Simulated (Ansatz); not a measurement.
What a change of settings does to a run on SnSe

Structure from Materials Project entry mp-8936 (possibly hypothetical). The listed cell was then made from it by scaling, straining or moving an atom.

First run: DFT, PBE, PAW with Ansatz's default frozen-core files, scalar-relativistic (Ansatz 0.2.0).

Command: `ansatz run input.yaml --threads 1 --pin off --max-ram 3072MiB --backend cpu --events-out ev --progress --plain --runs-dir out` The run took 110 s on 1 thread of Intel(R) Xeon(R) Processor @ 2.50GHz (Skylake/Cascade Lake), on a shared host, peak memory 0.54 GiB.

```yaml
crystal:
  lattice:
    - [4.197847211, 0.0, 0.0]
    - [0.0, 4.197847211, 0.0]
    - [0.0, 0.0, 10.7663293357]
  atoms:
    - { symbol: Sn, position: [0.5, 0.0, 0.37222911] }
    - { symbol: Sn, position: [0.0, 0.5, 0.62777089] }
    - { symbol: Se, position: [0.5, 0.0, 0.61603949] }
    - { symbol: Se, position: [0.0, 0.5, 0.38396051] }
kpoints:
  mp_grid: { grid: [6, 6, 3] }
scf:
  occupations: { method: fermi_dirac, width: 0.02 }
hamiltonian:
  xc: pbe
  pseudopotentials: { kind: paw }
output:
  forces: true
  stress: true
  efg: { contact_densities: true }
relax:
  f_tol: 0.005
  max_steps: 80
  cell: {}
```

Result: converged; relaxed volume 50.027 Å³/atom; 38 SCF iterations in all.

Spin–orbit coupling is left out, though it moves levels of the heavy atoms by tenths of an eV or more.

The input is then changed:

```diff
@@ -12,5 +12,5 @@
   mp_grid: { grid: [6, 6, 3] }
 scf:
-  occupations: { method: fermi_dirac, width: 0.02 }
+  occupations: { method: cold, width: 0.001 }
 hamiltonian:
   xc: pbe
```

Q: What does the second run give?

A: It converged; energy at zero smearing 0.0 meV/atom from the first run; relaxed volume 50.027 Å³/atom; 38 SCF iterations in all.

The results part of its log:

```
basis re-selected at this cell: Δ(F+E_penalty+E_count) = -8.672e-4 eV, ΔP = -0.003 GPa vs the last step (what re-selecting the basis moved, of the pressure what is left beyond the Pulay correction that the steps carried, after the strain that the cell walked since its last selection, with what the two solves' SCF thresholds leave and, on support functions, any second-order correction that the steps lacked; it is no measure of the basis error at this ecutwfc). This SCF's stress stands 8.42e-3 GPa from its target on what of the cell is left free (relax.cell.stress_tol is 5.00e-2 GPa) and its largest allowed force component is 1.09e-3 eV/Å (relax.f_tol is 5.00e-3 eV/Å): within both
SCF converged after 8 iterations
Stability not checked: this state was not tested for a lower state beside it, because cold or Methfessel-Paxton smearing, or corrected tetrahedra, fill the levels in a way that the test cannot read (fill_not_monotonic; see scf.lower_state_search)
Free energy (F): -22988.160009 eV
Harris-Foulkes:  -22988.160009 eV  (|F-HF|=1.09e-11)
Internal energy: -22988.160009 eV  (E = F + TS)
E sigma→0 (E₀):  -22988.160009 eV
Fermi energy:    3.288712 eV
Step filling:    the computed levels leave a gap of 1.5182 eV = 1518.2 smearing widths at the electron count; against every level under it full and every level over it empty, smearing changes F+E_penalty+E_count by +0.00e0 meV and its σ→0 estimate by +0.00e0 meV
--- Per-component energies (eV) ---
  E_band       = -1307.454322
  E_kinetic    = 605.696651
  E_local      = -15584.529390  (includes V_loc(G=0)·N_el)
  E_nonlocal   = -1257.180129
  E_hartree    = 7789.311923
  E_xc         = -974.082357
  E_vxc        = -388.143465  (∫ρ·V_xc dr)
  E_paw        = -12088.593851  (= ΣΔE_a)
  E_vpaw       = -261.920469  (= ΣTr[D̂ρ^β])
  E_aug_tail   = -0.001199  (compensation charges beyond the density's cutoff)
  E_ewald      = -1478.781657
  E_smearing   = -0.000000  (= −TS)
  E_closure    = 0.000000  (closes the sum)
  Σ components = -22988.160009   (vs F -22988.160009, Δ=0.00e0)
--- Forces (eV/Å), atoms counted from 1 ---
  atom   1  Sn     0.00000000     0.00000000     0.00108937
  atom   2  Sn     0.00000000     0.00000000    -0.00108937
  atom   3  Se    -0.00000000     0.00000000    -0.00099814
  atom   4  Se    -0.00000000     0.00000000     0.00099814
  max |Σ_I F_I| component: 2.17e-19 eV/Å
--- Stress (GPa, compression-positive) ---
       -0.002325       0.000000       0.000000
        0.000000      -0.002325       0.000000
        0.000000       0.000000      -0.008423
  P = ⅓ Tr σ = -0.0044 GPa (-0.044 kbar)
--- PAW observables at the nuclei: V_zz in 10²¹ V/m², potentials from the cell's mean, atoms counted from 1 ---
  atom   1  Sn V_zz =   -10.825184   η = 0.0000   by run symmetry: allowed
            electrostatic potential = -8164.663131 V   contact ρ = 1236475.711674 e/Å³
  atom   2  Sn V_zz =   -10.825184   η = 0.0000   by run symmetry: allowed
            electrostatic potential = -8164.663131 V   contact ρ = 1236475.711674 e/Å³
  atom   3  Se V_zz =    -1.529343   η = 0.0000   by run symmetry: allowed
            electrostatic potential = -4704.833662 V   contact ρ = 262887.937630 e/Å³
  atom   4  Se V_zz =    -1.529343   η = 0.0000   by run symmetry: allowed
            electrostatic potential = -4704.833662 V   contact ρ = 262887.937630 e/Å³
--- Relaxed structure (5 steps of the walk, 5 accepted, 1 SCFs on fresh bases) ---
  F+E_penalty+E_count = -22988.16000888 eV   max|allowed force component| = 1.089e-3 eV/Å   (the final SCF, on the basis selected at the relaxed cell)
  cell:  # Å, volume = 200.1096 Å³
    - [4.315192460133299, 0.0, 0.0]
    - [0.0, 4.315192460133299, 0.0]
    - [0.0, 0.0, 10.74651313986384]
  atoms:
    - { symbol: Sn, position: [0.5, -3.4582857600472234e-37, 0.37358910750880336] }
    - { symbol: Sn, position: [1.2433027347862083e-36, 0.5, 0.6264108924911967] }
    - { symbol: Se, position: [0.5, -1.082289430168625e-36, 0.6264500552366566] }
    - { symbol: Se, position: [-1.58493096371395e-36, 0.5, 0.3735499447633433] }
```
